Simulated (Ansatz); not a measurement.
## Bands of Ag

```yaml
crystal:
  lattice:
    - [2.88620, 0.00000, 0.00000]
    - [-1.44310, 2.49952, 0.00000]
    - [0.00000, 0.00000, 10.00000]
  atoms:
    - { symbol: Ag, position: [0.33333, 0.66667, 0.25000] }
    - { symbol: Ag, position: [0.66667, 0.33333, 0.75000] }
    - { symbol: Ag, position: [0.00000, 0.00000, 0.00000] }
    - { symbol: Ag, position: [0.00000, 0.00000, 0.50000] }
```

Atoms are numbered in the order listed.

The geometry is COD entry 1509194, unchecked; take it as a test cell.

These are results of DFT, PBE, all-electron LAPW, scalar-relativistic in Ansatz 0.2.0, not measurements.

The runs use a Γ-centred 14×14×4 k mesh, Fermi–Dirac smearing of 0.08 eV, basis error target 0.5 meV/atom, no spin polarisation.

Points in fractions of the reciprocal vectors of this cell: Γ (0, 0, 0), M (0.5, 0, 0), K (0.333, 0.333, 0), A (0, 0, 0.5), L (0.5, 0, 0.5), H (0.333, 0.333, 0.5). The path joins them by straight lines in the order Γ–M–K–Γ–A–L–H–A–L; legs that retrace an earlier one aren't tabulated. Energies are in eV from the Fermi level.

Problem. Metal or insulator at this level of theory?

Solution. No gap opens: metallic or semimetallic.

Problem. Tabulate bands 36 to 42, counted from the lowest band of the run, along the path.

Solution. 
```json
{"k (1/Å)": "0.00", "point": "Γ", "band 36": "-3.31", "band 37": "-3.31", "band 38": "-2.99", "band 39": "-2.99", "band 40": "-0.63", "band 41": "2.57", "band 42": "9.52"}
{"k (1/Å)": "0.31", "point": "", "band 36": "-3.34", "band 37": "-3.04", "band 38": "-3.02", "band 39": "-2.98", "band 40": "0.47", "band 41": "2.68", "band 42": "9.87"}
{"k (1/Å)": "0.63", "point": "", "band 36": "-3.32", "band 37": "-2.95", "band 38": "-2.31", "band 39": "-2.30", "band 40": "2.56", "band 41": "3.14", "band 42": "9.54"}
{"k (1/Å)": "0.94", "point": "", "band 36": "-2.91", "band 37": "-2.16", "band 38": "-0.79", "band 39": "-0.76", "band 40": "4.02", "band 41": "4.82", "band 42": "5.49"}
{"k (1/Å)": "1.26", "point": "M", "band 36": "-2.69", "band 37": "0.07", "band 38": "0.89", "band 39": "1.16", "band 40": "1.68", "band 41": "4.23", "band 42": "4.25"}
{"k (1/Å)": "1.44", "point": "", "band 36": "-2.77", "band 37": "0.45", "band 38": "1.27", "band 39": "1.36", "band 40": "1.90", "band 41": "4.30", "band 42": "4.32"}
{"k (1/Å)": "1.62", "point": "", "band 36": "-2.85", "band 37": "1.31", "band 38": "1.88", "band 39": "2.20", "band 40": "2.51", "band 41": "4.50", "band 42": "4.53"}
{"k (1/Å)": "1.80", "point": "", "band 36": "-2.98", "band 37": "2.33", "band 38": "2.57", "band 39": "3.41", "band 40": "3.43", "band 41": "4.84", "band 42": "4.93"}
{"k (1/Å)": "1.98", "point": "K", "band 36": "-3.01", "band 37": "3.40", "band 38": "3.42", "band 39": "3.42", "band 40": "4.24", "band 41": "4.81", "band 42": "4.81"}
{"k (1/Å)": "2.35", "point": "", "band 36": "-2.82", "band 37": "-0.33", "band 38": "1.01", "band 39": "1.05", "band 40": "5.44", "band 41": "6.12", "band 42": "6.18"}
{"k (1/Å)": "2.71", "point": "", "band 36": "-3.09", "band 37": "-2.82", "band 38": "-1.79", "band 39": "-1.75", "band 40": "3.32", "band 41": "3.47", "band 42": "9.75"}
{"k (1/Å)": "3.07", "point": "", "band 36": "-3.34", "band 37": "-3.14", "band 38": "-2.93", "band 39": "-2.85", "band 40": "0.76", "band 41": "2.72", "band 42": "9.98"}
{"k (1/Å)": "3.43", "point": "Γ", "band 36": "-3.31", "band 37": "-3.31", "band 38": "-2.99", "band 39": "-2.99", "band 40": "-0.63", "band 41": "2.57", "band 42": "9.52"}
{"k (1/Å)": "3.51", "point": "", "band 36": "-3.28", "band 37": "-3.28", "band 38": "-3.00", "band 39": "-3.00", "band 40": "-0.84", "band 41": "2.83", "band 42": "8.41"}
{"k (1/Å)": "3.59", "point": "", "band 36": "-3.22", "band 37": "-3.22", "band 38": "-3.03", "band 39": "-3.03", "band 40": "-1.34", "band 41": "3.47", "band 42": "7.32"}
{"k (1/Å)": "3.67", "point": "", "band 36": "-3.17", "band 37": "-3.13", "band 38": "-3.06", "band 39": "-3.06", "band 40": "-1.94", "band 41": "4.31", "band 42": "6.27"}
{"k (1/Å)": "3.75", "point": "A", "band 36": "-3.11", "band 37": "-3.11", "band 38": "-3.11", "band 39": "-2.55", "band 40": "-2.55", "band 41": "5.26", "band 42": "5.26"}
{"k (1/Å)": "4.06", "point": "", "band 36": "-3.59", "band 37": "-3.10", "band 38": "-3.10", "band 39": "-1.53", "band 40": "-1.53", "band 41": "5.57", "band 42": "5.57"}
{"k (1/Å)": "4.38", "point": "", "band 36": "-3.54", "band 37": "-3.09", "band 38": "-3.09", "band 39": "-0.15", "band 40": "-0.15", "band 41": "6.55", "band 42": "6.55"}
{"k (1/Å)": "4.69", "point": "", "band 36": "-2.93", "band 37": "-1.95", "band 38": "-1.95", "band 39": "1.52", "band 40": "1.52", "band 41": "5.74", "band 42": "5.74"}
{"k (1/Å)": "5.00", "point": "L", "band 36": "-2.70", "band 37": "0.44", "band 38": "0.44", "band 39": "1.52", "band 40": "1.52", "band 41": "4.56", "band 42": "4.56"}
{"k (1/Å)": "5.19", "point": "", "band 36": "-2.82", "band 37": "0.75", "band 38": "0.75", "band 39": "1.76", "band 40": "1.76", "band 41": "4.68", "band 42": "4.68"}
{"k (1/Å)": "5.37", "point": "", "band 36": "-2.89", "band 37": "1.53", "band 38": "1.53", "band 39": "2.34", "band 40": "2.34", "band 41": "5.07", "band 42": "5.07"}
{"k (1/Å)": "5.55", "point": "", "band 36": "-2.96", "band 37": "2.57", "band 38": "2.57", "band 39": "3.05", "band 40": "3.05", "band 41": "5.65", "band 42": "5.65"}
{"k (1/Å)": "5.73", "point": "H", "band 36": "-3.03", "band 37": "3.70", "band 38": "3.70", "band 39": "3.72", "band 40": "3.72", "band 41": "4.01", "band 42": "4.01"}
{"k (1/Å)": "6.09", "point": "", "band 36": "-2.78", "band 37": "-0.06", "band 38": "-0.06", "band 39": "3.08", "band 40": "3.08", "band 41": "6.43", "band 42": "6.43"}
{"k (1/Å)": "6.46", "point": "", "band 36": "-3.06", "band 37": "-2.77", "band 38": "-2.77", "band 39": "0.42", "band 40": "0.42", "band 41": "7.04", "band 42": "7.04"}
{"k (1/Å)": "6.82", "point": "", "band 36": "-3.59", "band 37": "-3.10", "band 38": "-3.10", "band 39": "-1.32", "band 40": "-1.32", "band 41": "5.68", "band 42": "5.68"}
{"k (1/Å)": "7.18", "point": "A", "band 36": "-3.11", "band 37": "-3.11", "band 38": "-3.11", "band 39": "-2.55", "band 40": "-2.55", "band 41": "5.26", "band 42": "5.26"}
```
